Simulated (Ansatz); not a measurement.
(100) slab cut from the bulk of BaTiO3, 15 Å of vacuum:

```xyz
13
Lattice="3.9699 0.0000 0.0000 0.0000 3.9699 0.0000 0.0000 0.0000 22.9397" Properties=species:S:1:pos:R:3 pbc="T T T"
Ti    0.0000    0.0000    7.5000
O     1.9849    0.0000    7.5000
O     0.0000    1.9849    7.5000
Ba    1.9849    1.9849    9.4849
O     0.0000    0.0000    9.4849
Ti    0.0000    0.0000   11.4699
O     1.9849    0.0000   11.4699
O     0.0000    1.9849   11.4699
Ba    1.9849    1.9849   13.4548
O     0.0000    0.0000   13.4548
Ti    0.0000    0.0000   15.4397
O     1.9849    0.0000   15.4397
O     0.0000    1.9849   15.4397
```

Theory: DFT PBEsol, scalar-relativistic, plane waves, PAW in Ansatz. Cutoff 420 eV; k points 7×7×1 on the computed 13-atom cell (Γ-centred); Gaussian smearing, width 0.05 eV; no spin polarisation. The cell repeats along c with a dipole correction in the vacuum.

This base run converges in 10 iterations with a largest force of 2.348 eV/Å.

One setting at a time is then changed, some of them on purpose to poor values; changes count from the base run, energies are extrapolated to zero smearing, atoms stay where they are, and risky runs are capped at 50 to 100 iterations. The slab isn't stoichiometric (Ba2Ti3O8).

Q: What does each change do? field of -0.3 V/Å along c; vacuum of 3 Å; vacuum of 7 Å; vacuum of 5 Å; field of 0.6 V/Å along c; cutoff 300 eV; n_extra_bands = 1; k mesh 7×7×3.

A:
```csv
change,outcome,SCF iterations,ΔE (meV/atom),largest force (eV/Å),largest change of a force (eV/Å)
field of -0.3 V/Å along c,converged,15,-2.7,2.606,0.332
vacuum of 3 Å,converged with warnings,11,+61.3,3.796,1.448
vacuum of 7 Å,converged with warnings,9,+0.1,2.351,0.003
vacuum of 5 Å,converged with warnings,12,+1.7,2.401,0.052
field of 0.6 V/Å along c,converged,18,-10.7,2.852,0.663
cutoff 300 eV,converged with warnings,10,+336.2,2.372,0.030
n_extra_bands = 1,converged,9,0.0,2.348,0.000
k mesh 7×7×3,converged,10,0.0,2.348,0.000
```

Spin-orbit coupling is left out, which matters for the bands of heavy elements. In some of the runs (vacuum 3, vacuum 7, vacuum 5) charge leaks into the vacuum, so their work functions can be off.

Cost: 9 runs of about 6.8 core-minutes in all, on Arm Neoverse V1 (shared hosts).